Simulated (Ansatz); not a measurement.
**Time and memory for BaTiO3**

```yaml
crystal:
  lattice:
    - [2.8273666084, 1.6323808724, 2.3183934932]
    - [-2.8273666084, 1.6323808724, 2.3183934932]
    - [0.0, -3.2647617449, 2.3183934932]
  atoms:
    - { symbol: Ba, position: [0.0, 0.0, 0.0] }
    - { symbol: Ti, position: [0.4845, 0.4845, 0.4845] }
    - { symbol: O, position: [0.5086, 0.5086, 0.0175] }
    - { symbol: O, position: [0.0175, 0.5086, 0.5086] }
    - { symbol: O, position: [0.5086, 0.0175, 0.5086] }
kpoints:
  mp_grid: { grid: [5, 5, 5] }
scf:
  occupations: { method: fermi_dirac, width: 0.02 }
hamiltonian:
  xc: pbe
  pseudopotentials: { kind: paw, frozen_core: stored }
output:
  forces: true
  stress: true
  populations: true
  efg: { quadrupole_moments_barn: { Ba: 0.236, Ti: 0.247, O: -0.02558 } }
relax:
  f_tol: 0.02
  max_steps: 60
```

```sh
ansatz run input.yaml --threads 1 --pin off --max-ram 3072MiB --backend cpu --events-out ev --progress --plain --runs-dir out
```

It runs on 1 thread of AMD EPYC 9R14 (Zen 4) (x86_64; 16 cores open to the job, memory cap 3.0 GiB, no GPU), a shared host with a load of 0.2 a core.

(1) How much time and memory should be set aside?

Results:

(1) About 10 s of wall time (9.9 s of CPU time) and 0.43 GiB. The run holds 40 valence electrons in 25 bands, about 1237 plane waves a k-point and 19 irreducible k-points, and took 36 SCF iterations, over 6 ionic steps. Times on a shared host vary by tens of per cent.
